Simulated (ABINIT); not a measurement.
**BeTe (F-43m): G0W0 in ABINIT against the k mesh**

Aim: move the k mesh of a G0W0 run on BeTe (F-43m) over a wide range.

Program: ABINIT 10.8.3. Level of theory: LDA and many-body steps on it, plane waves. Results are calculated unless marked as measured.

The database entry behind the starting cell differs from later determinations by our own check (an axis about 1.5 % short against later determinations), so it need not match the best structure at ambient conditions.

### Step 1. The starting structure

Symmetry: F-43m, No. 216, cubic system. Conventional cell: a = 5.540 Å, b = 5.540 Å, c = 5.540 Å, α = 90.00°, β = 90.00°, γ = 90.00°. Nearest to Be lie 4 Te at 2.40 Å. Nearest to Te lie 4 Be at 2.40 Å. Farther neighbours and most contacts between anions are not listed.

The cell and positions come from the Crystallography Open Database and are kept as given unless a step says otherwise. Spin-orbit coupling is left out unless a step names it.

### Step 2. Empty states on the mesh, 4×4×4 mesh, 85 bands

This step: ABINIT 10.8.3; DFT, LDA, plane waves, norm-conserving pseudopotentials.

The sums over transitions need many empty states on a uniform mesh; this step solves for them.

run.abi reads:

```
acell 3*1.0 Angstrom
rprim 
  0.000000000000 2.770000000000 2.770000000000
  2.770000000000 0.000000000000 2.770000000000
  2.770000000000 2.770000000000 -0.000000000000
ntypat 2
znucl 4 52
natom 2
typat 1 2
xred 
  0.000000000000 0.000000000000 0.000000000000
  0.250000000000 0.250000000000 0.250000000000
pp_dirpath "pseudos"
pseudos "Be.upf, Te.upf"
ecut 38
ngkpt 4 4 4
nshiftk 1
shiftk 0 0 0
kptopt 1
chksymbreak 0
iscf -2
irdden 1
istwfk *1
nband 85
nbdbuf 6
tolwfr 1e-09
nstep 60
prtvol 0
indata_prefix "in"
outdata_prefix "out"
tmpdata_prefix "tmp"
```

The run is started by

```
OMP_NUM_THREADS=1 mpirun -n 4 abinit run.abi > log
```

Numbers of over 12 decimals in the logs are rounded to 6 here.

Output:

```text
.Version 10.8.3 of ABINIT. v10.8.2 released Aug 2026.

 Symmetries : space group F-4 3 m (#216); Bravais cF (face-center cubic)
[... echo of the input left out ...]
== DATASET  1 ==================================================================
-   mpi_nproc: 4, omp_nthreads: 1 (-1 if OMP is not activated)

--- !DatasetInfo
iteration_state: {dtset: 1, }
dimensions: {natom: 2, nkpt: 8, mband: 85, nsppol: 1, nspinor: 1, nspden: 1, mpw: 3250, }
cutoff_energies: {ecut:  38.0, pawecutdg:  -1.0, }
[...]
2.26744    2.58686    2.58686    2.58686    2.67384    2.67384    2.68820    2.68820
   2.68820    2.71728    2.82200    2.82200    2.82200    2.97222    3.00948    3.00948
   3.00948    3.05354    3.05354    3.06437    3.17384
 prteigrs : prtvol=0 or 1, do not print more k-points.

== END DATASET(S) ==============================================================
================================================================================

 -outvars: echo values of variables after computation  --------
            nband          85
             nkpt           8
          spgroup         216
 [... the other variables as echoed above ...]

 Calculation completed.
```

Run time: 14 s. Hardware: 4 MPI ranks of Arm Neoverse V2, shared host; peak memory 0.3 GiB.

Numbers from this step:

```yaml
gap: 1.775 eV
k_of_the_valence_top: 0, 0, 0
k_of_the_conduction_bottom: 0.5, 0.5, 0
least_direct_gap: 3.600 eV
k_points_computed: 8
lowest_point_of_the_top_converged_band_above_the_valence_top: 70.0731 eV
```

On this mesh the gap is 1.775 eV.

The density comes from a self-consistent run that is not shown.

### Step 3. Empty states on the mesh, 2×2×2 mesh, 31 bands

Changes to run.abi since step 2:

```diff
@@ -15,3 +15,3 @@
 ecut 38
-ngkpt 4 4 4
+ngkpt 2 2 2
 nshiftk 1
@@ -23,4 +23,4 @@
 istwfk *1
-nband 85
-nbdbuf 6
+nband 31
+nbdbuf 4
 tolwfr 1e-09
```

Output:

```text
.Version 10.8.3 of ABINIT. v10.8.2 released Aug 2026.

 Symmetries : space group F-4 3 m (#216); Bravais cF (face-center cubic)
[... echo of the input left out ...]
== DATASET  1 ==================================================================
-   mpi_nproc: 4, omp_nthreads: 1 (-1 if OMP is not activated)
-    --> not optimal distribution: autoparal keyword recommended in input file <--

--- !DatasetInfo
iteration_state: {dtset: 1, }
dimensions: {natom: 2, nkpt: 3, mband: 31, nsppol: 1, nspinor: 1, nspden: 1, mpw: 3250, }
cutoff_energies: {ecut:  38.0, pawecutdg:  -1.0, }
[...]
0.16453    0.16453    0.29684    0.29684    0.29684    0.31389    0.47521    0.55641
   0.55641    0.58561    0.58561    0.58561    0.72372    1.06470    1.06470    1.06470
   1.14236    1.14236    1.14236    1.22050    1.22050    1.22061    1.25161
 prteigrs : prtvol=0 or 1, do not print more k-points.

== END DATASET(S) ==============================================================
================================================================================

 -outvars: echo values of variables after computation  --------
            nband          31
             nkpt           3
          spgroup         216
 [... the other variables as echoed above ...]

 Calculation completed.
```

Wall time 3.1 s (4 MPI ranks); peak memory 0.26 GiB; 12 s of CPU time.

Numbers from this step:

| Item | Value |
| --- | --- |
| gap | 1.775 eV |
| k of the valence top | 0, 0, 0 |
| k of the conduction bottom | 0.5, 0.5, 0 |
| least direct gap | 3.600 eV |
| k points computed | 3 |
| lowest point of the top converged band, above the valence top | 21.82 eV |

On this mesh the gap is 1.775 eV.

### Step 4. Empty states on the mesh, 6×6×6 mesh, 31 bands

Changes to run.abi since step 3:

```diff
@@ -15,3 +15,3 @@
 ecut 38
-ngkpt 2 2 2
+ngkpt 6 6 6
 nshiftk 1
```

Output:

```text
.Version 10.8.3 of ABINIT. v10.8.2 released Aug 2026.

 Symmetries : space group F-4 3 m (#216); Bravais cF (face-center cubic)
[... echo of the input left out ...]
== DATASET  1 ==================================================================
-   mpi_nproc: 4, omp_nthreads: 1 (-1 if OMP is not activated)

--- !DatasetInfo
iteration_state: {dtset: 1, }
dimensions: {natom: 2, nkpt: 16, mband: 31, nsppol: 1, nspinor: 1, nspden: 1, mpw: 3250, }
cutoff_energies: {ecut:  38.0, pawecutdg:  -1.0, }
[...]
0.16453    0.16453    0.29684    0.29684    0.29684    0.31389    0.47521    0.55641
   0.55641    0.58561    0.58561    0.58561    0.72372    1.06470    1.06470    1.06470
   1.14236    1.14236    1.14236    1.22050    1.22050    1.22061    1.25161
 prteigrs : prtvol=0 or 1, do not print more k-points.

== END DATASET(S) ==============================================================
================================================================================

 -outvars: echo values of variables after computation  --------
            nband          31
             nkpt          16
          spgroup         216
 [... the other variables as echoed above ...]

 Calculation completed.
```

Wall time 7.6 s (4 MPI ranks); peak memory 0.28 GiB; 30 s of CPU time.

This step gave:

```
gap                                                           : 1.775 eV
k of the valence top                                          : 0, 0, 0
k of the conduction bottom                                    : 0.5, 0.5, 0
least direct gap                                              : 3.600 eV
k points computed                                             : 16
lowest point of the top converged band, above the valence top : 21.82 eV
```

On this mesh the gap is 1.775 eV.

### Step 5. Screening, 2×2×2 mesh, 27 bands, screening to 106.1 eV

The RPA dielectric matrix is built and inverted for each q.

This step: RPA screening on LDA, plane waves, norm-conserving pseudopotentials.

Changes to run.abi since step 4:

```diff
@@ -15,3 +15,3 @@
 ecut 38
-ngkpt 6 6 6
+ngkpt 2 2 2
 nshiftk 1
@@ -20,10 +20,11 @@
 chksymbreak 0
-iscf -2
-irdden 1
 istwfk *1
-nband 31
-nbdbuf 4
-tolwfr 1e-09
-nstep 60
-prtvol 0
+occopt 1
+irdwfk 1
+optdriver 3
+nband 27
+ecuteps 3.9
+inclvkb 2
+awtr 1
+symchi 1
 indata_prefix "in"
```

Output:

```text
.Version 10.8.3 of ABINIT. v10.8.2 released Aug 2026.

 Symmetries : space group F-4 3 m (#216); Bravais cF (face-center cubic)
[... echo of the input left out ...]
== DATASET  1 ==================================================================
-   mpi_nproc: 4, omp_nthreads: 1 (-1 if OMP is not activated)

--- !DatasetInfo
iteration_state: {dtset: 1, }
dimensions: {natom: 2, nkpt: 3, mband: 27, nsppol: 1, nspinor: 1, nspden: 1, mpw: 3250, }
cutoff_energies: {ecut:  38.0, pawecutdg:  -1.0, }
electrons: {nelect:   2.00000000E+01, charge:   0.00000000E+00, occopt:   1.00000000E+00, tsmear:   1.00000000E-02, }

 SCREENING: Calculation of the susceptibility and dielectric matrices

 Based on a program developped by R.W. Godby, V. Olevano, G. Onida, and L. Reining.
 Incorporated in ABINIT by V. Olevano, G.-M. Rignanese, and M. Torrent.
.Using double precision arithmetic ; gwpc =  8

[... cell and pseudopotentials left out ...]
--------------------------------------------------------------------------------

 ==== K-mesh for the wavefunctions ====
 Number of points in the irreducible wedge :     3
[... list of points left out ...]
 Together with 24 symmetry operations and time-reversal symmetry
 yields     8 points in the full Brillouin Zone.

 ==== Q-mesh for the screening function ====
 Number of points in the irreducible wedge :     3
[... list of points left out ...]
 Together with 24 symmetry operations and time-reversal symmetry
 yields     8 points in the full Brillouin Zone.

 setmesh: FFT mesh size selected  =    27x   27x   27
          total number of points  =        19683

 vcoul_init : cutoff-mode = AUXILIARY_FUNCTION
 q-points for optical limit:   1
     1)      0.000010    0.000020    0.000030

- screening: taking advantage of time-reversal symmetry
- Maximum band index for partially occupied states nbvw = 10
- Remaining bands to be divided among processors   nbcw = 17
- Number of bands treated by each node ~4

 Number of electrons calculated from density =   20.0000; Expected =   20.0000
 average of density, n =  0.069721
 r_s =    1.5072
 omega_plasma =   25.4705 [eV]

 calculating chi0 at frequencies [eV] :
  1    0.000000E+00    0.000000E+00
  2    0.000000E+00    2.547051E+01

--------------------------------------------------------------------------------
  q-point number  1        q = ( 0.000000, 0.000000, 0.000000) [r.l.u.]
--------------------------------------------------------------------------------
[... chi0 elements left out ...]
 For q-point:  0.000010 0.000020 0.000030
  dielectric constant =  17.9222
  dielectric constant without local fields =  21.1114

  Average fulfillment of the sum rule on Im[epsilon] for q-point    1 :     26.68  [%]
[... wings left out ...]
  q-point number  2        q = ( 0.500000, 0.000000, 0.000000) [r.l.u.]
--------------------------------------------------------------------------------
[... chi0 elements left out ...]
  Average fulfillment of the sum rule on Im[epsilon] for q-point    2 :     39.71  [%]

 [... 1 further q-points ...]
```

Run time: 1.9 s. Hardware: 4 MPI ranks; peak memory 0.09 GiB; 7.4 s of CPU time.

This step gave:

```
ε∞ with local fields, on this mesh, along the program's q direction : 17.92
the same without local fields                                       : 21.11
plasma frequency                                                    : 25.47 eV
plane waves in the screening matrix                                 : 113
```

Local fields lower ε∞ by 15 %. On a Γ-centred mesh this coarse the value itself is usually too large, while a short band sum pulls it down.

### Step 6. 2×2×2

This step: G0W0 on LDA, plane waves, norm-conserving pseudopotentials.

Changes to run.abi since step 5:

```diff
@@ -23,8 +23,17 @@
 irdwfk 1
-optdriver 3
+optdriver 4
 nband 27
+gwcalctyp 0
+ecutsigx 38
+symsigma 1
+nkptgw 2
+kptgw 
+  0.0000000000 0.0000000000 0.0000000000
+  0.5000000000 0.5000000000 0.0000000000
+bdgw 
+  8 13
+  9 12
 ecuteps 3.9
-inclvkb 2
-awtr 1
-symchi 1
+irdscr 1
+ppmodel 1
 indata_prefix "in"
```

Output:

```text
.Version 10.8.3 of ABINIT. v10.8.2 released Aug 2026.

 Symmetries : space group F-4 3 m (#216); Bravais cF (face-center cubic)
[... echo of the input left out ...]
== DATASET  1 ==================================================================
-   mpi_nproc: 4, omp_nthreads: 1 (-1 if OMP is not activated)

--- !DatasetInfo
iteration_state: {dtset: 1, }
dimensions: {natom: 2, nkpt: 3, mband: 27, nsppol: 1, nspinor: 1, nspden: 1, mpw: 3250, }
cutoff_energies: {ecut:  38.0, pawecutdg:  -1.0, }
electrons: {nelect:   2.00000000E+01, charge:   0.00000000E+00, occopt:   1.00000000E+00, tsmear:   1.00000000E-02, }

 SIGMA: Calculation of the GW corrections

 Based on a program developped by R.W. Godby, V. Olevano, G. Onida, and L. Reining.
 Incorporated in ABINIT by V. Olevano, G.-M. Rignanese, and M. Torrent.
.Using double precision arithmetic ; gwpc =  8

[... cell and pseudopotentials left out ...]
--------------------------------------------------------------------------------

 ==== K-mesh for the wavefunctions ====
 Number of points in the irreducible wedge :     3
[... list of points left out ...]
 Together with 24 symmetry operations and time-reversal symmetry
 yields     8 points in the full Brillouin Zone.

 ==== Q-mesh for screening function ====
 Number of points in the irreducible wedge :     3
[... list of points left out ...]
 Together with 24 symmetry operations and time-reversal symmetry
 yields     8 points in the full Brillouin Zone.

 vcoul_init : cutoff-mode = AUXILIARY_FUNCTION
 q-points for optical limit:   1
     1)      0.000010    0.000020    0.000030
 setmesh: FFT mesh size selected  =    45x   45x   45
          total number of points  =        91125

 Number of electrons calculated from density =   20.0000; Expected =   20.0000
 average of density, n =  0.069721
 r_s =    1.5072
 omega_plasma =   25.4705 [eV]

 === KS Band Gaps ===
  >>>> For spin  1
   Minimum direct gap =   3.6005 [eV], located at k-point      :   0.0000  0.0000  0.0000
   Fundamental gap    =   1.7748 [eV], Top of valence bands at :   0.0000  0.0000  0.0000
                                       Bottom of conduction at :   0.5000  0.5000  0.0000
 SIGMA fundamental parameters:
 PLASMON POLE MODEL  1
 number of plane-waves for SigmaX                 3143
 number of plane-waves for SigmaC and W            113
 number of plane-waves for wavefunctions          3143
 number of bands                                    27
 number of independent spin polarizations            1
 number of spinorial components                      1
 number of k-points in IBZ                           3
 number of q-points in IBZ                           3
 number of symmetry operations                      24
 number of k-points in BZ                            8
 number of q-points in BZ                            8
 number of frequencies for dSigma/dE                 9
 frequency step for dSigma/dE [eV]                0.25
 number of omega for Sigma on real axis              0
 max omega for Sigma on real axis  [eV]           0.00
 zcut for avoiding poles [eV]                     0.10

 EPSILON^-1 parameters (SCR file):
 dimension of the eps^-1 matrix on file            113
 dimension of the eps^-1 matrix used               113
 number of plane-waves for wavefunctions          3143
 number of bands                                    27
 number of q-points in IBZ                           3
 number of frequencies                               2
 number of real frequencies                          1
 number of imag frequencies                          1

 matrix elements of self-energy operator (all in [eV])

 Perturbative Calculation

--- !SelfEnergy_ee
iteration_state: {dtset: 1, }
kpoint     : [   0.000,    0.000,    0.000, ]
spin       : 1
KS_gap     :    3.600
QP_gap     :    5.184
Delta_QP_KS:    1.583
data: !SigmaeeData |
     Band     E0 <VxcDFT>   SigX SigC(E0)      Z dSigC/dE  Sig(E)    E-E0       E
        8   4.477 -12.989 -15.779   2.704   0.822  -0.216 -13.060  -0.071   4.406
        9   4.477 -12.989 -15.779   2.704   0.822  -0.216 -13.060  -0.071   4.406
       10   4.477 -12.989 -15.779   2.704   0.822  -0.216 -13.060  -0.071   4.406
       11   8.077 -10.588  -5.162  -3.585   0.821  -0.218  -9.076   1.512   9.590
       12   8.077 -10.588  -5.162  -3.585   0.821  -0.218  -9.076   1.512   9.590
       13   8.077 -10.588  -5.162  -3.585   0.821  -0.218  -9.076   1.512   9.590

--- !SelfEnergy_ee
iteration_state: {dtset: 1, }
kpoint     : [   0.500,    0.500,    0.000, ]
spin       : 1
KS_gap     :    4.592
QP_gap     :    5.839
Delta_QP_KS:    1.247
data: !SigmaeeData |
     Band     E0 <VxcDFT>   SigX SigC(E0)      Z dSigC/dE  Sig(E)    E-E0       E
        9   1.660 -11.690 -14.596   2.710   0.808  -0.238 -11.848  -0.158   1.502
       10   1.660 -11.690 -14.596   2.710   0.808  -0.238 -11.848  -0.158   1.502
       11   6.252  -9.109  -4.228  -3.573   0.833  -0.201  -8.020   1.089   7.341
       12   7.107  -9.875  -4.804  -3.522   0.828  -0.208  -8.593   1.282   8.388

== END DATASET(S) ==============================================================
================================================================================

 -outvars: echo values of variables after computation  --------
           etotal      0.0000000000E+00
            nband          27
             nkpt           3
          spgroup         216
 [... the other variables as echoed above ...]

 Calculation completed.
```

Wall time 2.1 s (4 MPI ranks); peak memory 0.12 GiB; 8 s of CPU time.

Numbers from this step:

```
G0W0 gap on the points computed              : 2.935 eV
starting gap on the mesh                     : 1.775 eV
k of the valence top                         : 0, 0, 0
k of the conduction bottom                   : 0.5, 0.5, 0
Z at the valence top                         : 0.822
Z at the conduction bottom                   : 0.833
least direct G0W0 gap on the computed points : 5.184 eV
```

### Step 7. Screening, 4×4×4 mesh, 27 bands, screening to 106.1 eV

This step: RPA screening on LDA, plane waves, norm-conserving pseudopotentials.

Changes to run.abi since step 6:

```diff
@@ -15,3 +15,3 @@
 ecut 38
-ngkpt 2 2 2
+ngkpt 4 4 4
 nshiftk 1
@@ -23,17 +23,8 @@
 irdwfk 1
-optdriver 4
+optdriver 3
 nband 27
-gwcalctyp 0
-ecutsigx 38
-symsigma 1
-nkptgw 2
-kptgw 
-  0.0000000000 0.0000000000 0.0000000000
-  0.5000000000 0.5000000000 0.0000000000
-bdgw 
-  8 13
-  9 12
 ecuteps 3.9
-irdscr 1
-ppmodel 1
+inclvkb 2
+awtr 1
+symchi 1
 indata_prefix "in"
```

Output:

```text
.Version 10.8.3 of ABINIT. v10.8.2 released Aug 2026.

 Symmetries : space group F-4 3 m (#216); Bravais cF (face-center cubic)
[... echo of the input left out ...]
== DATASET  1 ==================================================================
-   mpi_nproc: 4, omp_nthreads: 1 (-1 if OMP is not activated)

--- !DatasetInfo
iteration_state: {dtset: 1, }
dimensions: {natom: 2, nkpt: 8, mband: 27, nsppol: 1, nspinor: 1, nspden: 1, mpw: 3250, }
cutoff_energies: {ecut:  38.0, pawecutdg:  -1.0, }
electrons: {nelect:   2.00000000E+01, charge:   0.00000000E+00, occopt:   1.00000000E+00, tsmear:   1.00000000E-02, }

 SCREENING: Calculation of the susceptibility and dielectric matrices

 Based on a program developped by R.W. Godby, V. Olevano, G. Onida, and L. Reining.
 Incorporated in ABINIT by V. Olevano, G.-M. Rignanese, and M. Torrent.
.Using double precision arithmetic ; gwpc =  8

[... cell and pseudopotentials left out ...]
--------------------------------------------------------------------------------

 ==== K-mesh for the wavefunctions ====
 Number of points in the irreducible wedge :     8
[... list of points left out ...]
 Together with 24 symmetry operations and time-reversal symmetry
 yields    64 points in the full Brillouin Zone.

 ==== Q-mesh for the screening function ====
 Number of points in the irreducible wedge :     8
[... list of points left out ...]
 Together with 24 symmetry operations and time-reversal symmetry
 yields    64 points in the full Brillouin Zone.

 setmesh: FFT mesh size selected  =    27x   27x   27
          total number of points  =        19683

 vcoul_init : cutoff-mode = AUXILIARY_FUNCTION
 q-points for optical limit:   1
     1)      0.000010    0.000020    0.000030

- screening: taking advantage of time-reversal symmetry
- Maximum band index for partially occupied states nbvw = 10
- Remaining bands to be divided among processors   nbcw = 17
- Number of bands treated by each node ~4

 Number of electrons calculated from density =   20.0000; Expected =   20.0000
 average of density, n =  0.069721
 r_s =    1.5072
 omega_plasma =   25.4705 [eV]

 calculating chi0 at frequencies [eV] :
  1    0.000000E+00    0.000000E+00
  2    0.000000E+00    2.547051E+01

--------------------------------------------------------------------------------
  q-point number  1        q = ( 0.000000, 0.000000, 0.000000) [r.l.u.]
--------------------------------------------------------------------------------
[... chi0 elements left out ...]
 For q-point:  0.000010 0.000020 0.000030
  dielectric constant =   9.2717
  dielectric constant without local fields =  10.5642

  Average fulfillment of the sum rule on Im[epsilon] for q-point    1 :     28.54  [%]
[... wings left out ...]
  q-point number  2        q = ( 0.250000, 0.000000, 0.000000) [r.l.u.]
--------------------------------------------------------------------------------
[... chi0 elements left out ...]
  Average fulfillment of the sum rule on Im[epsilon] for q-point    2 :     48.45  [%]

 [... 6 further q-points ...]
```

Elapsed: 4.2 s, on 4 MPI ranks; peak memory 0.47 GiB; 17 s of CPU time.

This step gave:

| Quantity | Value |
| --- | --- |
| ε∞ with local fields, on this mesh, along the program's q direction | 9.272 |
| the same without local fields | 10.56 |
| plasma frequency | 25.47 eV |
| plane waves in the screening matrix | 113 |

[end of part 1 of 2]

[Paths, hosts, dates, memory and timing lines, banners, echoed tables and standing remarks are left out of the program output.]

[Logs are printed without paths, hosts, clocks, repeated set-up lines and the standing remarks that a program may print on its own settings, such as how far it seeks lower states.]

[Runs of the session that timed out or met a known fault of the program may be left out.]

[Hosts, paths, dates, database ids (printed as entryN), source tags and the programs' standing remarks are cut or masked in the printed files.]

[G0W0 gaps are taken among the corrected bands and points alone; a level outside them can change the order at an edge.]

[Where Ansatz stands beside ABINIT at settings called matched, ABINIT's density can come from a denser mesh and the files from another edition; pairs whose starting gaps differed by over 0.03 eV were left out, so agreement reads better than it is.]
